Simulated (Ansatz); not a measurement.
Runs of Ansatz 0.2.0 on Lu. Symmetry: Im-3m, No. 229, cubic system. Conventional cell: a = 3.908 Å, b = 3.908 Å, c = 3.908 Å, α = 90.00°, β = 90.00°, γ = 90.00°. Around Lu (site symmetry m-3m) lie 8 Lu at 3.38 Å. This isn't the form of Lu at room conditions, which is hcp.

```tsv
task	level	potentials or basis	spin	cell	k mesh	cutoff (eV)	smearing	points for each segment of the path	other keys	gap on the mesh (eV)	pressure (GPa)
projected density of states	r2SCAN	Ansatz PAW earlier set	off	as given	10 × 10 × 10	760	fermi-dirac 0.05 eV	-	-	none	-0.5
single point	PBE	Ansatz PAW	off	cell strained at random at fixed volume	10 × 10 × 10	420	fermi-dirac 0.05 eV	-	-	none	-0.4
atomic charges	r2SCAN	SSSP efficiency PAW	off	as given	10 × 10 × 10	612	tetrahedron	-	-	none	-0.3
band structure	PBE+D4	SSSP precision PAW	collinear, random start	as given	10 × 10 × 10	612	fermi-dirac 0.1 eV	14	-	none	-1.2
density of states	B3LYP+D4	PseudoDojo standard (PBE files)	off	as given	7 × 7 × 7	1361	methfessel-paxton 0.025 eV	-	scf.occupations.method = methfessel_paxton; …	none	(a)
single point	PBE	Ansatz PAW	off	as given	10 × 10 × 10	420	fermi-dirac 0.05 eV	-	-	none	-0.4
```

Question: Fill in the values left out.

Answer: (a) -3.6.

Caveats: pairwise dispersion overbinds metals, which lowers pressure and volume (some runs); the PAW data sets come from PBE, with cores solved anew for the run's functional, which leaves a small shift of forces and pressure (some runs); with tetrahedron occupations forces and stress needn't match the slope of the energy (some runs); spin-orbit coupling is left out, which moves the levels of the heavy elements (some runs); the starting moments weren't kept (some runs); the potentials were made for another functional, which shifts forces and pressure (some runs); the thresholds are loose for stress (some runs).

A k mesh can miss the band edges, and the runs leave out spin-orbit coupling on Lu.

A gap of «none» marks a metal or a gap under the smearing width.
